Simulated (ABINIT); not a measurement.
WC:

```
W C
1.0
     0.00000    2.30211    2.30211
     2.30211    0.00000    2.30211
     2.30211    2.30211    0.00000
W C
1 1
Direct
  0.00000 0.00000 0.00000
  0.75000 0.75000 0.75000
```

The cell was built by a generator and needn't be a form met in nature.

```yaml
Program: ABINIT 10.8.3 (patched build)
Task: single point
Functional: PBE
Potentials_or_basis: JTH PAW PBE v2.0
Cutoff: 517 eV
k_mesh: 10 × 10 × 10
Occupations: fermi-dirac, width 0.05 eV
Spin: no spin polarisation
```

On this cell: pressure 18.9 GPa; largest force zero by symmetry; band gap on the k mesh none (metal or under the smearing width).

The same run follows on a disturbed copy (atoms moved at random, drawn with an rms of 0.05 Å):

```xyz
2
Lattice="0.0000 2.3021 2.3021 2.3021 0.0000 2.3021 2.3021 2.3021 0.0000" Properties=species:S:1:pos:R:3 pbc="T T T"
W     0.0082   -0.0255   -0.0585
C     3.4774    3.4421    3.4767
```

Q: What does the disturbed cell give?

A: The energy (extrapolated to zero smearing) moves by +37.1 meV/atom; pressure 20.1 GPa; largest force 1.739 eV/Å; band gap on the k mesh none (metal or under the smearing width).

Forces in eV/Å, atoms in the order of the input:
```
W    0.399  0.370  1.652
C   -0.399 -0.370 -1.652
```

Stress tensor (GPa, compression positive):
```
20.59 12.65  2.46
12.65 20.59  2.69
 2.46  2.69 19.06
```

Caveats: the atomic spheres overlap; so large a pressure means that the cell lies far from this level's equilibrium, or that cutoff or potentials fall short (some runs).
